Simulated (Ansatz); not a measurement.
Here is an unrelaxed guess for Ge.

```cif
data_structure
_symmetry_space_group_name_H-M 'P6_3/mmc'
_symmetry_Int_Tables_number 194
_cell_length_a 3.6671
_cell_length_b 3.6671
_cell_length_c 9.3342
_cell_angle_alpha 90.000
_cell_angle_beta 90.000
_cell_angle_gamma 120.000
_cell_volume 108.71
loop_
_atom_site_label
_atom_site_type_symbol
_atom_site_symmetry_multiplicity
_atom_site_Wyckoff_symbol
_atom_site_fract_x
_atom_site_fract_y
_atom_site_fract_z
_atom_site_occupancy
Ge1 Ge 2 a 0.00000 0.00000 0.50000 1
Ge2 Ge 4 f 0.66667 0.33333 0.37980 1
```

The calculation used Ansatz, DFT PBE, scalar-relativistic, plane waves, PAW. Plane waves to 420 eV, a k mesh through Γ of 6×6×2 on the computed 6-atom cell and Gaussian smearing (0.10 eV); no spin polarisation.

Energies count from the standard state of Ge at the same level.

Question: Estimate its pressure, forces and energy as it stands.

Answer: The pressure is 27.1 GPa (the mean over three directions, positive in compression), the largest force is 2.10 eV/Å, and the energy is +0.69 eV/atom against the standard state. The shortest distance is 2.40 Å.

Question: How much does it gain on relaxing, and where does it end?

Answer: Relaxing gains about 0.38 eV/atom (the start's value is from the coarse mesh, so the gain is rough) in 15 ionic steps and ends at +0.31 eV/atom on the finer mesh. The symmetry stays P6_3/mmc (No. 194). The volume per atom grows by 27.9 %, from 18.1 to 23.2 Å³. The shortest distance goes from 2.40 Å (Ge–Ge) to 2.54 Å (Ge–Ge). Conventional cell: a = 3.910 Å, c = 10.505 Å. Ge on a site of symmetry -3m has 6 Ge at 2.63 Å; Ge on a site of symmetry 3m has 4 Ge at 2.54–2.63 Å.

The last run used a 12×12×4 mesh (in the run's order of axes) for its 6-atom cell and Gaussian smearing of 0.10 eV. The relaxation can't lower the symmetry of the start. Symmetry constrained the relaxation, so the result can be a saddle point. Another cell of Ge relaxed alike, in Pmma, lies 180 meV/atom lower, so this cell isn't the stable form at this level.
